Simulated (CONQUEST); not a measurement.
# ZnS (F-43m) in CONQUEST: a series of runs

The runs below take ZnS through equation of state, with PBEsol.

All numbers are computed with CONQUEST 1.3; they aren't measurements. Logs are shortened: lines on timing, memory, paths and dates and some standing lists are left out, and cuts for length are marked.

**What was measured.**

“Electronic, vibrational, and thermodynamic properties of ZnS (zincblende and rocksalt structure)”, 2009, arxiv:0911.5022 quotes, for a bulk crystal of ZnS: bulk modulus 76.9 GPa.

The results are compared with them further down.

### 1 Starting point

It takes space group F-43m (No. 216, cubic). The conventional cell has a = 5.404 Å, b = 5.404 Å, c = 5.404 Å, α = 90.00°, β = 90.00°, γ = 90.00°. Around Zn (site symmetry -43m) lie 4 S at 2.34 Å. S (site symmetry -43m) has 4 Zn at 2.34 Å as nearest neighbours.

### 2 Equation of state, PBEsol, 18.54 Å³/atom (volume scaled by 0.94)

Conquest_input reads:

```
IO.Title ZnS
IO.Coordinates coords.dat
IO.FractionalAtomicCoords T
IO.Iprint 2
IO.Iprint_init 1
General.NumberOfSpecies 2
General.PseudopotentialType hamann
AtomMove.TypeOfRun static
AtomMove.FullStress T
Grid.PointsAlongX 36
Grid.PointsAlongY 36
Grid.PointsAlongZ 60
DM.SolutionMethod diagon
Diag.MPMesh T
Diag.GammaCentred T
Diag.MPMeshX 7
Diag.MPMeshY 7
Diag.MPMeshZ 5
Diag.kT 0.00183747
minE.SCTolerance 1e-6
SC.MaxIters 100
IO.AtomChargeOutput T
%block ChemicalSpeciesLabel
1 65.390 Zn
2 32.070 S
%endblock
```

coords.dat reads:

```
    7.0736216611     0.0000000000     0.0000000000
    0.0000000000     7.0736216611     0.0000000000
    0.0000000000     0.0000000000    10.0036116870
4
  0.0000000000   0.5000000000   0.2500000000 1 T T T
  0.5000000000   0.0000000000   0.7500000000 1 T T T
  0.0000000000   0.0000000000   0.0000000000 2 T T T
  0.5000000000   0.5000000000   0.5000000000 2 T T T
```

Potentials or basis: PseudoDojo NC PBEsol, DZP, grid of 36 × 36 × 60 points.

Started as:

```
$ Conquest
```

Log:

```text
Simulation cell dimensions:     7.0736 a0 x     7.0736 a0 x    10.0036 a0

      Atomic coordinates (a0)
         Atom         X         Y         Z  Species
            1    0.0000    3.5368    2.5009        1
            2    3.5368    0.0000    7.5027        1
            3    0.0000    0.0000    0.0000        2
            4    3.5368    3.5368    5.0018        2

         Monkhorst-Pack mesh:   7 x   7 x   5 gamma-centred
        This calculation includes non-local pseudopotentials,
         with a maximum core radius of      6.25288158

    Job title: ZnS
    Job to be run: static calculation

[... 5 lines left out ...]
      Using Fermi-Dirac smearing

    Integration grid size:     36 x   36 x   60

    Integration grid spacing:  0.196 a0 x 0.196 a0 x 0.167 a0

    Number of species:  2
    --------------------------------------------------------
    |   #  mass (au)  Charge (e)  SF Rad (a0)  NSF  Label  |
    --------------------------------------------------------
    |   1     65.390      20.000        6.484   19  Zn     |
    |   2     32.070       6.000        6.288   13  S      |
    --------------------------------------------------------
          SCF tolerance:                 0.00000100
          SCF iterations:               100

    LibXC version:  6. 2. 2
    Using the GGA functional Perdew, Burke & Ernzerhof SOL
    Using the GGA functional Perdew, Burke & Ernzerhof SOL

           radial cut-off to be used is taken to be max PAO cut-off radius for this species:    6.252882

           greatest ang. mom. for making density from PAOs:  2

           radial cut-off to be used is taken to be max PAO cut-off radius for this species:    6.083497

           greatest ang. mom. for making density from PAOs:  2
    Minimum blocs/proc is     1215. Maximum blocs/proc is     1215
    set_atom_dens: In set_atomic_density, electrons :      52.000000000000
 matrix_size & matrix_size_padH =           64          64

    Screened ion int: energy:    -376.762901610661 Ha

    new_SC_potl: Starting.  Tolerance:  0.10000E-05

    PulayMixSC: Starting Pulay mixing, A_up =  0.500 A_dn =  0.500
    PulayMixSC: Spin non-polarised calculation.
          Harris-Foulkes Energy            :      -439.970945920205168 Ha
          (TS=0 as O(N) or entropic contribution is negligible)
          DFT Total Energy                 :      -439.888769572085607 Ha
          Total number of electrons        :        51.999999999999247
    PulayMixSC: Pulay iteration     1 residual:              0.22149E-02
          Harris-Foulkes Energy            :      -439.936368934395659 Ha
          (TS=0 as O(N) or entropic contribution is negligible)
          DFT Total Energy                 :      -439.934069780617790 Ha
          Total number of electrons        :        52.000015870130483
    PulayMixSC: Pulay iteration     2 residual:              0.85986E-03
          Harris-Foulkes Energy            :      -439.935287202440975 Ha
          (TS=0 as O(N) or entropic contribution is negligible)
          DFT Total Energy                 :      -439.935180764357483 Ha
          Total number of electrons        :        52.000023077328336
    PulayMixSC: Pulay iteration     3 residual:              0.40423E-03
          Harris-Foulkes Energy            :      -439.935186571712620 Ha
          (TS=0 as O(N) or entropic contribution is negligible)
          DFT Total Energy                 :      -439.935185879796222 Ha
          Total number of electrons        :        52.000032779840822
    PulayMixSC: Pulay iteration     4 residual:              0.11303E-04
          Harris-Foulkes Energy            :      -439.935186209409267 Ha
          (TS=0 as O(N) or entropic contribution is negligible)
          DFT Total Energy                 :      -439.935186176095215 Ha
          Total number of electrons        :        52.000032753054512
    PulayMixSC: Pulay iteration     5 residual:              0.34935E-05
          Harris-Foulkes Energy            :      -439.935186181715324 Ha
          (TS=0 as O(N) or entropic contribution is negligible)
          DFT Total Energy                 :      -439.935186180942083 Ha
          Total number of electrons        :        52.000032783009480
    PulayMixSC: Pulay iteration     6 residual:              0.35391E-06
    PulayMixSC: Reached SCF tolerance of  0.35391E-06 after      6 iterations
      | Number of electrons      =        52.000033
      |* band energy as 2Tr[K.H] =       -71.365495778340772 Ha
      |  screened ion-ion energy =      -376.762901610661174 Ha
      |  Ha correction           =         2.574581774430166 Ha
      |  XC correction           =         5.618634568328538 Ha
      |* Harris-Foulkes energy   =      -439.935186181715324 Ha
      |* DFT total energy        =      -439.935186180942083 Ha
      |  estimated accuracy      =        -0.000000000773241 Ha

    force: Forces on atoms (Ha/a0)
    force:  Atom   X              Y              Z
    force:     1   0.0000000000  -0.0000000000  -0.0000000000
    force:     2  -0.0000000000   0.0000000000  -0.0000000000
    force:     3  -0.0000000000  -0.0000000000   0.0000000000
    force:     4   0.0000000000   0.0000000000  -0.0000000000

    force: Maximum force :        0.00000000(Ha/a0) on atom         2 in z direction
    force: Force Residual:        0.00000000 Ha/a0
    force: Total stress:         -5.42362675     0.00000000     0.00000000 GPa
                             0.00000000    -5.42362675     0.00000000
                             0.00000000     0.00000000    -5.64689249
    force: Average pressure:      5.49804866 GPa

    force: Finished force
    get_E_and_F: Change in energy during last step of electronic optimisation:  0.27694E-07

    BIBLIOGRAPHY: Please consider citing the following references in the conquest.bib file

    CONQUEST:         Bowler2002pt, Miyazaki2004, Nakata2020
    Basis:            Bowler2019
    DM:               Bowler:2006xr
    Pseudopotentials: Hamann2013, Bowler2019
    XC references from LibXC:
```

Run time: 24 s. Hardware: 1 thread of Intel Xeon 6975P-C (Granite Rapids), shared host; peak memory 0.47 GiB.

Results:

| Quantity | Value |
| --- | --- |
| Free energy | -11971.2463 eV |
| Pressure | 5.5 GPa |
| Band gap on the k mesh | 2.56 eV |
| Mulliken charges | Zn +0.17; S -0.17 e |

Caveat: Mulliken charges move with the basis; an odd mesh through Γ misses points on the zone boundary, where band edges often lie; the basis of atomic orbitals isn't converged, which shifts pressures, moduli and gaps; the real-space grid breaks the cell's symmetry a little.

### 3 Equation of state, PBEsol, 18.94 Å³/atom (volume scaled by 0.96)

Conquest_input is that of step 2.

coords.dat reads:

```
    7.1234375395     0.0000000000     0.0000000000
    0.0000000000     7.1234375395     0.0000000000
    0.0000000000     0.0000000000    10.0740619778
4
  0.0000000000   0.5000000000   0.2500000000 1 T T T
  0.5000000000   0.0000000000   0.7500000000 1 T T T
  0.0000000000   0.0000000000   0.0000000000 2 T T T
  0.5000000000   0.5000000000   0.5000000000 2 T T T
```

Potentials or basis: PseudoDojo NC PBEsol, DZP, grid of 36 × 36 × 60 points.

Started as:

```
$ Conquest
```

Run time: 25 s. Hardware: 1 thread of Intel Xeon 6975P-C (Granite Rapids), shared host; peak memory 0.47 GiB.

Results (log left out):

```yaml
Free_energy: -11971.2920 eV
Pressure: 3.8 GPa
Band_gap_on_the_k_mesh: 2.44 eV
Mulliken_charges: Zn +0.18; S -0.18 e
```

Caveat: Mulliken charges move with the basis; an odd mesh through Γ misses points on the zone boundary, where band edges often lie; the basis of atomic orbitals isn't converged, which shifts pressures, moduli and gaps; the real-space grid breaks the cell's symmetry a little.

### 4 Equation of state, PBEsol, 19.33 Å³/atom (volume scaled by 0.98)

Conquest_input is that of step 3.

coords.dat reads:

```
    7.1725662474     0.0000000000     0.0000000000
    0.0000000000     7.1725662474     0.0000000000
    0.0000000000     0.0000000000    10.1435404628
4
  0.0000000000   0.5000000000   0.2500000000 1 T T T
  0.5000000000   0.0000000000   0.7500000000 1 T T T
  0.0000000000   0.0000000000   0.0000000000 2 T T T
  0.5000000000   0.5000000000   0.5000000000 2 T T T
```

Started as:

```
$ Conquest
```

Run time: 25 s. Hardware: 1 thread of Intel Xeon 6975P-C (Granite Rapids), shared host; peak memory 0.47 GiB.

It converged, with:

* Free energy: -11971.3207 eV
* Pressure: 2.1 GPa
* Band gap on the k mesh: 2.33 eV
* Mulliken charges: Zn +0.19; S -0.19 e

Caveat: Mulliken charges move with the basis; an odd mesh through Γ misses points on the zone boundary, where band edges often lie; the basis of atomic orbitals isn't converged, which shifts pressures, moduli and gaps; the real-space grid breaks the cell's symmetry a little.

### 5 Equation of state, PBEsol, 19.73 Å³/atom

Conquest_input is that of step 4.

coords.dat reads:

```
    7.2210310030     0.0000000000     0.0000000000
    0.0000000000     7.2210310030     0.0000000000
    0.0000000000     0.0000000000    10.2120799775
4
  0.0000000000   0.5000000000   0.2500000000 1 T T T
  0.5000000000   0.0000000000   0.7500000000 1 T T T
  0.0000000000   0.0000000000   0.0000000000 2 T T T
  0.5000000000   0.5000000000   0.5000000000 2 T T T
```

Started as:

```
$ Conquest
```

It took 25 s on 1 thread of Intel Xeon 6975P-C (Granite Rapids), shared host; peak memory 0.47 GiB.

It converged, with:

```yaml
Free_energy: -11971.3339 eV
Pressure: 0.6 GPa
Band_gap_on_the_k_mesh: 2.22 eV
Mulliken_charges: Zn +0.20; S -0.20 e
```

Caveat: Mulliken charges move with the basis; an odd mesh through Γ misses points on the zone boundary, where band edges often lie; the basis of atomic orbitals isn't converged, which shifts pressures, moduli and gaps; the real-space grid breaks the cell's symmetry a little.

### 6 Equation of state, PBEsol, 20.12 Å³/atom (volume scaled by 1.02)

Conquest_input is that of step 5.

coords.dat reads:

```
    7.2688537941     0.0000000000     0.0000000000
    0.0000000000     7.2688537941     0.0000000000
    0.0000000000     0.0000000000    10.2797116172
4
  0.0000000000   0.5000000000   0.2500000000 1 T T T
  0.5000000000   0.0000000000   0.7500000000 1 T T T
  0.0000000000   0.0000000000   0.0000000000 2 T T T
  0.5000000000   0.5000000000   0.5000000000 2 T T T
```

Potentials or basis: PseudoDojo NC PBEsol, DZP, grid of 36 × 36 × 60 points.

Started as:

```
$ Conquest
```

Wall time 25 s (1 thread of Intel Xeon 6975P-C (Granite Rapids), shared host); peak memory 0.44 GiB.

The run converged. Its results:

* Free energy: -11971.3311 eV
* Pressure: -1.1 GPa
* Band gap on the k mesh: 2.11 eV
* Mulliken charges: Zn +0.21; S -0.21 e

Caveat: Mulliken charges move with the basis; an odd mesh through Γ misses points on the zone boundary, where band edges often lie; the basis of atomic orbitals isn't converged, which shifts pressures, moduli and gaps; the real-space grid breaks the cell's symmetry a little.

### 7 Equation of state, PBEsol, 20.52 Å³/atom (volume scaled by 1.04)

Conquest_input is that of step 6.

coords.dat reads:

```
    7.3160554660     0.0000000000     0.0000000000
    0.0000000000     7.3160554660     0.0000000000
    0.0000000000     0.0000000000    10.3464648617
4
  0.0000000000   0.5000000000   0.2500000000 1 T T T
  0.5000000000   0.0000000000   0.7500000000 1 T T T
  0.0000000000   0.0000000000   0.0000000000 2 T T T
  0.5000000000   0.5000000000   0.5000000000 2 T T T
```

Started as:

```
$ Conquest
```

It took 23 s on 1 thread of Intel Xeon 6975P-C (Granite Rapids), shared host; peak memory 0.43 GiB.

The run converged. Its results:

```
Free energy            : -11971.3143 eV
Pressure               : -2.3 GPa
Band gap on the k mesh : 2.01 eV
Mulliken charges       : Zn +0.22; S -0.22 e
```

Caveat: Mulliken charges move with the basis; an odd mesh through Γ misses points on the zone boundary, where band edges often lie; the basis of atomic orbitals isn't converged, which shifts pressures, moduli and gaps; the real-space grid breaks the cell's symmetry a little.

### 8 Equation of state, PBEsol, 20.91 Å³/atom (volume scaled by 1.06)

Conquest_input is that of step 7.

coords.dat reads:

```
    7.3626558017     0.0000000000     0.0000000000
    0.0000000000     7.3626558017     0.0000000000
    0.0000000000     0.0000000000    10.4123676887
4
  0.0000000000   0.5000000000   0.2500000000 1 T T T
  0.5000000000   0.0000000000   0.7500000000 1 T T T
  0.0000000000   0.0000000000   0.0000000000 2 T T T
  0.5000000000   0.5000000000   0.5000000000 2 T T T
```

Started as:

```
$ Conquest
```

Run time: 24 s. Hardware: 1 thread of Intel Xeon 6975P-C (Granite Rapids), shared host; peak memory 0.43 GiB.

The run converged. Its results:

| Property | Result |
| --- | --- |
| Free energy | -11971.2859 eV |
| Pressure | -3.4 GPa |
| Band gap on the k mesh | 1.92 eV |
| Mulliken charges | Zn +0.23; S -0.23 e |

Caveat: Mulliken charges move with the basis; an odd mesh through Γ misses points on the zone boundary, where band edges often lie; the basis of atomic orbitals isn't converged, which shifts pressures, moduli and gaps.

### 9 Equation of state, PBEsol

Potentials or basis: PseudoDojo NC PBEsol, DZP, grid of 36 × 36 × 60 points.

This step only gathers the single runs of the series.

Results:

```
Equilibrium volume                      : 19.86 Å³/atom
Bulk modulus                            : 74 GPa
Pressure derivative of the bulk modulus : 2.8 (rough: it moves with the points fitted)
```

Energy against volume, from the lowest point:
```
volume (Å³/atom)  energy (meV/atom)
          18.543              21.90
          18.938              10.46
          19.332               3.28
          19.727               0.00
          20.121               0.69
          20.516               4.89
          20.910              11.99
```

Caveat: the DZP basis gives volumes some 2 % larger than converged bases do, and moduli off by several per cent; the basis of atomic orbitals isn't converged, which shifts pressures, moduli and gaps.

### 10 For comparison

An earlier run on the cell as given: functional PBE; potentials or basis PseudoDojo NC PBE, DZP, grid cutoff 120 Ha; k mesh 7 × 7 × 5; occupations fermi-dirac, width 0.05 eV; no spin polarisation.

- Pressure: 4.2 GPa
- Band gap on the k mesh: 2.34 eV
- Mulliken charges: Zn +0.25; S -0.25 e

### 11 Against experiment

Step 9. Against the measured bulk modulus of ZnS, 76.9 GPa (quoted in “Electronic, vibrational, and thermodynamic properties of ZnS (zincblende and rocksalt structure)”, 2009, arxiv:0911.5022), the calculated 74 GPa is off by -3.3 %. The fit is for a static lattice scaled at fixed shape and fixed fractional positions.
